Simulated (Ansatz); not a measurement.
## Bands of Tc

```
CELL_PARAMETERS angstrom
0.00000 1.95000 1.95000
1.95000 0.00000 1.95000
1.95000 1.95000 0.00000
ATOMIC_POSITIONS crystal
Tc 0.00000 0.00000 0.00000
```

The cell comes from COD entry 1534910, which wasn't checked; take it as a given geometry.

Method: DFT, PBE, all-electron LAPW, Dirac equation with spin-orbit coupling (Ansatz 0.2.0).

Settings: a Γ-centred 14×14×14 k mesh, Fermi–Dirac smearing of 0.05 eV, basis error target 0.5 meV/atom, no spin polarisation.

Points in fractions of the reciprocal vectors of this cell: Γ (0, 0, 0), X (0.5, 0, 0.5), U (0.625, 0.25, 0.625), K (0.375, 0.375, 0.75), L (0.5, 0.5, 0.5), W (0.5, 0.25, 0.75). The path joins them by straight lines in the order Γ–X–U–K–Γ–L–W–X; legs that retrace an earlier one aren't tabulated. Energies are in eV from the Fermi level.

(1) Metal or insulator at this level of theory?

(2) Tabulate bands 26 to 33, counted from the lowest band of the run, along the path.

## Answers

(1) No gap opens: metallic or semimetallic.

(2) 
```
k (1/Å)  point  band 26  band 27  band 28  band 29  band 30  band 31  band 32  band 33
   0.00      Γ    -7.31    -1.75    -1.75    -1.75    -1.75    -1.58    -1.58     0.83
   0.32           -6.77    -2.14    -2.14    -1.44    -1.44    -1.31    -1.31     0.34
   0.64           -5.47    -3.12    -3.12    -0.72    -0.72    -0.41    -0.41    -0.39
   0.97           -4.82    -4.13    -4.13    -0.18    -0.18     0.89     0.89     1.01
   1.29           -5.35    -4.83    -4.83     2.15     2.15     2.43     2.43     2.47
   1.61      X    -5.66    -5.08    -5.08     2.69     2.69     3.22     3.22     3.41
   1.72           -5.60    -5.03    -5.03     2.47     2.47     2.63     2.63     3.28
   1.84           -5.46    -4.87    -4.87     1.58     1.58     2.34     2.34     3.18
   1.95           -5.25    -4.59    -4.59     0.73     0.73     1.96     1.96     3.01
   2.07           -4.99    -4.22    -4.22    -0.04    -0.04     1.51     1.51     2.78
   2.18      U    -4.70    -3.79    -3.79    -0.73    -0.73     1.06     1.06     2.51
   2.38           -4.41    -3.51    -3.51    -1.33    -1.33     0.69     0.69     2.57
   2.58           -3.99    -3.20    -3.20    -2.15    -2.15     0.36     0.36     2.73
   2.77           -3.99    -3.20    -3.20    -2.15    -2.15     0.36     0.36     2.73
   2.97           -4.41    -3.51    -3.51    -1.33    -1.33     0.69     0.69     2.57
   3.17      K    -4.70    -3.79    -3.79    -0.73    -0.73     1.06     1.06     2.51
   3.51           -3.72    -2.79    -2.79    -2.24    -2.24    -0.04    -0.04     1.45
   3.85           -3.74    -2.86    -2.86    -2.16    -2.16    -0.46    -0.46     0.28
   4.19           -5.24    -2.68    -2.68    -1.34    -1.34    -0.74    -0.74    -0.17
   4.53           -6.71    -2.06    -2.06    -1.50    -1.50    -1.34    -1.34     0.48
   4.88      Γ    -7.31    -1.75    -1.75    -1.75    -1.75    -1.58    -1.58     0.83
   5.16           -6.91    -1.93    -1.93    -1.59    -1.59    -1.44    -1.44     0.70
   5.43           -5.92    -2.23    -2.23    -1.38    -1.38    -1.16    -1.16     0.66
   5.71           -5.22    -1.61    -1.61    -1.53    -1.53    -1.31    -1.31     1.32
   5.99           -5.24    -1.82    -1.82    -1.62    -1.62     0.13     0.13     2.26
   6.27      L    -5.32    -1.94    -1.94    -1.75    -1.75     1.21     1.21     2.70
   6.50           -5.08    -2.14    -2.14    -1.60    -1.60     0.26     0.26     2.70
   6.73           -4.45    -2.79    -2.79    -1.02    -1.02    -0.88    -0.88     2.55
   6.95           -3.65    -3.50    -3.50    -1.86    -1.86    -0.08    -0.08     2.48
   7.18           -4.01    -2.95    -2.95    -2.45    -2.45     0.35     0.35     2.91
   7.41      W    -4.19    -2.66    -2.66    -2.64    -2.64     0.35     0.35     3.31
   7.57           -4.38    -3.50    -3.50    -1.65    -1.65     0.62     0.62     3.31
   7.73           -4.81    -4.18    -4.18    -0.51    -0.51     1.28     1.28     3.31
   7.89           -5.25    -4.68    -4.68     0.73     0.73     1.99     1.99     3.31
   8.05           -5.55    -4.98    -4.98     2.07     2.07     2.52     2.52     3.32
   8.22      X    -5.66    -5.08    -5.08     2.69     2.69     3.22     3.22     3.41
```
